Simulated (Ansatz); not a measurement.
# ZrSe2: equation of state

One table from this session's results is given with a row withheld; the runs are named, their logs left out.

Program: Ansatz 0.2.0. Level of theory: DFT PBE, scalar-relativistic. These are calculated values, not measurements.

1 further run of the same task is left out (set aside as unsound or not needed).

## The system as given

It takes space group P-3m1 (No. 164, trigonal). The conventional cell has a = 3.797 Å, b = 3.797 Å, c = 6.793 Å, α = 90.00°, β = 90.00°, γ = 120.00°. Zr (site symmetry -3m) is surrounded by 6 Se at 2.70 Å. Around Se (site symmetry 3m) lie 3 Zr at 2.70 Å.

As a file:

```xyz
3
Lattice="3.7972 0.0000 0.0000 -1.8986 3.2885 0.0000 0.0000 0.0000 6.7928" Properties=species:S:1:pos:R:3 pbc="T T T"
Zr    0.0000    0.0000    0.0000
Se    0.0000    2.1923    1.5840
Se    1.8986    1.0962    5.2087
```

Atoms are numbered in the order of the input: Zr1, Se2, Se3.

The first run:

input.yaml

```yaml
crystal:
  lattice:
    - [3.7203328708, 0.0, 0.0]
    - [-1.8601664354, 3.2219027766, 0.0]
    - [0.0, 0.0, 6.6552720953]
  atoms:
    - { symbol: Zr, position: [0.0, 0.0, 0.0] }
    - { symbol: Se, position: [0.3333333333, 0.6666666667, 0.2331909593] }
    - { symbol: Se, position: [0.6666666667, 0.3333333333, 0.7668090407] }
kpoints:
  mp_grid: { grid: [11, 11, 6] }
scf:
  occupations: { method: fermi_dirac, width: 0.08 }
hamiltonian:
  xc: pbe
  pseudopotentials: { kind: all_electron, lapw: { basis_error: 0.001 } }
output:
  forces: true
  stress: true
  eigenvalues: true
```

Run with:

```sh
$ ansatz run input.yaml --threads 1 --pin off --max-ram 4096MiB --backend cpu --events-out ev --progress --plain --runs-dir out
```

Steps of the session up to this table: Volume × 0.9405, LAPW; Volume × 0.9405, PAW; Volume × 0.9405, crystal datasets; Volume × 0.98, LAPW; Volume × 0.98, PAW; Volume × 1.02, LAPW; Volume × 1.02, PAW; Volume × 1.06, LAPW; Volume × 1.06, PAW; Volume × 1.06, crystal datasets.

One table of the session follows, with a row left open; its other results are not shown here.

```
          method  volume (Å³/atom)  F above the lowest (meV/atom)  gap on the k mesh (eV)  largest force (eV/Å)
            LAPW            26.591                           22.3                    0.32                 0.711
            LAPW            27.708                            0.4                    0.39                 0.221
            LAPW            28.839                            0.0                    0.45                 0.206
            LAPW            29.970                           17.5                    0.50                 0.575
             PAW            26.591                              ?                       ?                     ?
             PAW            27.708                            0.3                    0.39                 0.220
             PAW            28.839                            0.0                    0.45                 0.207
             PAW            29.970                           17.6                    0.50                 0.576
crystal datasets            26.591                              –                    0.32                 0.712
crystal datasets            29.970                              –                    0.50                 0.575
```

Estimate the missing values for PAW, 26.591.

As computed: F above the lowest (meV/atom): 22.2; gap on the k mesh (eV): 0.32; largest force (eV/Å): 0.710. In the column «F above the lowest (meV/atom)» it lies between PAW, 29.970 (17.6) and LAPW, 26.591 (22.3).

To keep in mind: Shape and positions are held, so a fully relaxed modulus can be lower. Warnings in the runs' records: gradients without spin orbit, crystal datasets made.
